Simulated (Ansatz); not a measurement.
# CuO: the cost of one run

Method: DFT PBEsol, scalar-relativistic, plane waves, PAW, in Ansatz 0.2.0.

2 further runs of the same task are left out: 2 set aside as unsound or not needed.

## 1. The system as given

It takes space group Cccm (No. 66, orthorhombic). The conventional cell has a = 4.087 Å, b = 4.099 Å, c = 5.092 Å, α = 90.00°, β = 90.00°, γ = 90.00°. Cu (site symmetry 2/m) has 4 O at 1.93 Å as nearest neighbours. Around O (site symmetry 222) lie 4 Cu at 1.93 Å.

As a file:

```
CELL_PARAMETERS angstrom
2.89402 -0.01546 -0.00397
0.02381 2.89393 -0.00395
0.01035 0.01024 5.09239
ATOMIC_POSITIONS crystal
Cu 0.50000 0.00000 0.50000
Cu 0.00000 0.50000 0.00000
O 0.00026 0.99974 0.25000
O 0.99974 0.00026 0.75000
```

It goes back to an entry of the Materials Project, which need not be the stable form.

This cell was relaxed beforehand with the same method: volume 10.66 Å³/atom, gap on the mesh none (metal).

## 2. The reference cell

The reference gives a free energy of -14296.5684 eV, pressure 0.01 GPa, largest force 0.000 eV/Å and gap on the mesh none (metal). It was computed beforehand with the settings of the runs below.

## 3. The scan: a strain scan

The cell is strained by ε times the Voigt pattern (1, 1, 0, 0, 0, 0) (xx, yy, zz, yz, xz, xy; engineering shear), with fractional coordinates fixed (clamped ions). The stress on the pattern is the sum of the stress components weighted by it, tension positive.

## 4. At ε = -0.0200

Input file input.yaml:

```yaml
crystal:
  lattice:
    - [2.8361358709, -0.0151548093, -0.0039742416]
    - [0.0233306812, 2.836049017, -0.0039499487]
    - [0.0101397317, 0.0100309913, 5.0923891494]
  atoms:
    - { symbol: Cu, position: [0.5, 0.0, 0.5] }
    - { symbol: Cu, position: [0.0, 0.5, 0.0] }
    - { symbol: O, position: [0.0002557345, 0.999738706, 0.2500003705] }
    - { symbol: O, position: [0.9997442655, 0.000261294, 0.7499996295] }
basis:
  ecutwfc: 420
kpoints:
  mp_grid: { grid: [16, 16, 10] }
hamiltonian:
  xc: pbesol
scf:
  occupations: { method: gaussian, width: 0.15 }
output:
  forces: true
  stress: true
  eigenvalues: true
```

Command:

```sh
$ ansatz run input.yaml --threads 1 --pin off --max-ram 2560MiB --backend cpu --events-out ev --progress --plain --runs-dir out
```

**Question.** How long does this run take on 1 thread of Oxide Virtual Turin-like (Zen 5), shared host, and how much memory does it need?

About 47 s, with a peak of 1.3 GiB.
